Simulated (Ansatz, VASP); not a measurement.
**One calculation of Re, two programs**

```xyz
1
Lattice="-1.5352 1.5352 1.5352 1.5352 -1.5352 1.5352 1.5352 1.5352 -1.5352" Properties=species:S:1:pos:R:3 pbc="T T T"
Re    0.0000    0.0000    0.0000
```

Alike in both runs: functional LDA; k mesh 19 × 19 × 19; occupations fermi-dirac, width 0.05 eV; no spin polarisation.

Ansatz relaxed the structure, and its values are those at the end. VASP's run is a single point on that final structure, the one shown.

```csv
,VASP,Ansatz
version,VASP 6.6.1,Ansatz 0.2.0
potentials or method,"VASP PAW LDA potentials, release 64 (Re), cutoff 520 eV","all-electron LAPW, scalar-relativistic"
```

Ansatz gave:

| Item | Value |
| --- | --- |
| pressure (GPa) | 0.0 |

Which values does VASP return?

Pressure (GPa): 1.4.

Ansatz ran all-electron here, so the differences hold the error of VASP's frozen core and of both bases.

Spin-orbit coupling is left out, which matters for the levels of Re.
